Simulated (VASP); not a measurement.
# Pm (Fm-3m) in VASP: a series of runs, part 2 of 2

VASP 6.6.1. Earlier steps stand in the parts before.

**5. Single point, LDA, collinear spin, ferromagnetic start**

This run uses another cell than the first one, of the same volume but with other edges.

Input file INCAR:

```
PREC     = Low            # precision mode
ENCUT    = 450            # plane-wave cutoff, eV
EDIFF    = 1E-6           # SCF threshold, eV
ISMEAR   = -1             # smearing method
SIGMA    = 0.2            # smearing width, eV
LREAL    = F              # projectors in reciprocal space
LASPH    = T              # aspherical terms in the spheres
NELM     = 100            # most SCF steps
ALGO     = Normal         # electronic algorithm
ISIF     = 2              # what is computed and relaxed
LWAVE    = F              # write WAVECAR
LCHARG   = F              # write CHGCAR
ISPIN    = 2              # spin polarisation
MAGMOM   = 4              # initial moments
LORBIT   = 11             # projections on sites
LMAXMIX  = 6              # l up to which the mixer works
GGA      = CA             # functional
NBANDS   = 18             # bands
ADDGRID  = F
```

Input file KPOINTS:

```
Automatic mesh
0
Gamma
  5 5 5
```

Input file POSCAR:

```
Pm
1.0
    0.0000000000      2.5841748100      2.5841748100
    2.5841748100      0.0000000000      2.5841748100
    2.5841748100      2.5841748100      0.0000000000
Pm
1
Direct
    0.0000000000      0.0000000000      0.0000000000
```

Potentials or basis: VASP PAW PBE potentials, release 64 (Pm).

The run is started by

```console
cat potpaw_PBE.64/Pm/POTCAR > POTCAR
mpirun -np 1 vasp_std > vasp.out
```

OUTCAR:

```text
PREC = Low
   ENCUT = 450
   EDIFF = 1E-6
   ISMEAR = -1
   LREAL = F
   LASPH = T
   NELM = 100
   ISIF = 2
   ISPIN = 2
   LORBIT = 11
   GGA = CA

 Found     10 irreducible k-points:

 Following reciprocal coordinates:
            Coordinates               Weight
  0.000000  0.000000  0.000000      1.000000
  0.200000  0.000000  0.000000      8.000000
  0.400000  0.000000  0.000000      8.000000
  0.200000  0.200000  0.000000      6.000000
  0.400000  0.200000  0.000000     24.000000
 -0.400000  0.200000  0.000000     24.000000
   k-points           NKPTS =     10   k-points in BZ     NKDIM =     10   number of bands    NBANDS=     18
   number of dos      NEDOS =    301   number of ions     NIONS =      1
   total plane-waves  NPLWV =   8000
   dimension x,y,z NGX =    20 NGY =   20 NGZ =   20
   dimension x,y,z NGXF=    24 NGYF=   24 NGZF=   24
   ions per type =               1
   NGX,Y,Z   is equivalent  to a cutoff of   9.10,  9.10,  9.10 a.u.
   NGXF,Y,Z  is equivalent  to a cutoff of  10.92, 10.92, 10.92 a.u.
 SYSTEM =  unknown system
   PREC   = low       normal or accurate (medium, high low for compatibility)
   ISTART =      0    job   : 0-new  1-cont  2-samecut
   ICHARG =      2    charge: 1-file 2-atom 10-const
   ISPIN  =      2    spin polarized calculation?
   LNONCOLLINEAR =      F non collinear calculations
   LSORBIT =      F    spin-orbit coupling
   LASPH  =      T    aspherical Exc in radial PAW
   ENCUT  =  450.0 eV  33.07 Ry    5.75 a.u.   6.32  6.32  6.32*2*pi/ulx,y,z
   NELM   =    100;   NELMIN=  2; NELMDL= -5     # of ELM steps
   EDIFF  = 0.1E-05   stopping-criterion for ELM
[... 19 lines left out ...]
     AMIX_MAG =   1.60;   BMIX_MAG =  1.00
  volume/ion in A,a.u.               =      34.51       232.91
  Fermi-wavevector in a.u.,A,eV,Ry     =   1.240052  2.343359 20.922086  1.537730
  Thomas-Fermi vector in A             =   2.374509
   LORBIT       =     11    0 simple, 1 ext, 2 COOP (PROOUT), +10 PAW based schemes
[... 5 lines left out ...]
   LRPA    =     F    only Hartree local field effects (RPA)
 spin polarized calculation
  energy-cutoff  :      450.00
  volume of cell :       34.51
 maximum number of plane-waves:       763
   NGX = 13   NGY = 13   NGZ = 13

 number of electron      15.0000063 magnetization       5.0791110

 Free energy of the ion-electron system (eV)
  ---------------------------------------------------
  ext. energy  EPLUGINS =         0.00000000
  ---------------------------------------------------
  free energy    TOTEN  =        -8.47381392 eV

  energy without entropy =       -7.54656414  energy(sigma->0) =       -8.01018903

 E-fermi :   5.5696     XC(G=0): -10.0609

 val. band max:        5.5668611921   @ k =  -0.2000   0.2000   0.0000
 cond. band min:       5.5832975731   @ k =  -0.4000   0.4000   0.0000
 fundamental gap:      0.0164363810
 Fermi energy:         5.5696480067

 spin component 1

 k-point     1 :       0.0000    0.0000    0.0000
  band No.  band energies     occupation
      1     -32.8833      1.00000
      2     -12.9053      1.00000
      3     -12.9053      1.00000
      4     -12.9053      1.00000
      5       1.4295      1.00000
      6       5.1165      0.90601
[... 10 lines left out ...]
     17       9.7072      0.00000
     18      14.9001      0.00000
[... 85 lines left out ...]
 k-point     6 :      -0.4000    0.2000    0.0000
  band No.  band energies     occupation
      1     -32.7522      1.00000
      2     -13.8196      1.00000
      3     -13.3129      1.00000
      4     -13.0936      1.00000
      5       4.4582      0.99615
      6       5.0486      0.93120
[... 10 lines left out ...]
     17      12.4528      0.00000
     18      14.3047      0.00000

 [... further k-points ...]

 spin component 2

 k-point     1 :       0.0000    0.0000    0.0000
  band No.  band energies     occupation
      1     -30.9291      1.00000
      2     -11.3335      1.00000
      3     -11.3335      1.00000
      4     -11.3335      1.00000
      5       2.1260      1.00000
      6       7.7555      0.00002
[... 10 lines left out ...]
     17      10.6183      0.00000
     18      15.9089      0.00000
[... 85 lines left out ...]
 k-point     6 :      -0.4000    0.2000    0.0000
  band No.  band energies     occupation
      1     -30.7785      1.00000
      2     -12.3598      1.00000
      3     -11.7908      1.00000
      4     -11.5428      1.00000
      5       5.2800      0.80974
      6       6.3799      0.01710
[... 10 lines left out ...]
     17      13.4649      0.00000
     18      15.3109      0.00000

 [... further k-points ...]
[... 5 lines left out ...]
  --------------------------------------------------------------------------------------
  -------------------------------------------------------------------------------------
  Total       -0.5668242     -0.5668242     -0.5668242      0.0000000      0.0000000     -0.0000000
  in kB      -26.3125731    -26.3125731    -26.3125731      0.0000000      0.0000000     -0.0000000
  external PRESSURE =     -26.3125731 kB  Pullay stress =       0.0000000 kB

 VOLUME and BASIS-vectors are now :
 -----------------------------------------------------------------------------
  energy-cutoff  :      450.00
  volume of cell :       34.51
      direct lattice vectors                 reciprocal lattice vectors
     0.000000000  2.584174810  2.584174810    -0.193485363  0.193485363  0.193485363
     2.584174810  0.000000000  2.584174810     0.193485363 -0.193485363  0.193485363
     2.584174810  2.584174810  0.000000000     0.193485363  0.193485363 -0.193485363

 POSITION                                       TOTAL-FORCE (eV/Angst)
 -----------------------------------------------------------------------------------
      0.00000      0.00000      0.00000        -0.000000      0.000000     -0.000000
 -----------------------------------------------------------------------------------
    total drift:                               -0.000000      0.000000     -0.000000

  FREE ENERGIE OF THE ION-ELECTRON SYSTEM (eV)
  ---------------------------------------------------
  free  energy   TOTEN  =        -8.4738139211 eV

  energy  without entropy=       -7.5465641391  energy(sigma->0) =       -8.01018903

 total charge

# of ion       s       p       d       f       tot
--------------------------------------------------
    1        2.047   5.476   0.495   4.390  12.408

 magnetization (x)

# of ion       s       p       d       f       tot
--------------------------------------------------
    1       -0.001   0.026   0.160   4.373   4.557
```

Run time: 4.8 s. Hardware: 1 thread of Intel Xeon 6975P-C (Granite Rapids), shared host; peak memory 0.12 GiB.

These settings aren't checked as converged: the numbers below hold their error.

What came out:

* Free energy: -8.4738 eV
* Pressure: -2.6 GPa
* Band gap on the k mesh: none (metal or under the smearing width)
* Net moment: 5.08 μB per cell
* Site moments: Pm +4.56 μB
* Valence electrons inside the program's atomic spheres: Pm 12.41

Caveat: the k mesh is coarse (spacing up to 0.42 Å⁻¹), so the values aren't converged; the magnetic or orbital state may not be the lowest; the PAW data sets were made with another functional, which shifts forces and pressure a little; spin-orbit coupling is left out, which moves the levels of the heavy elements.
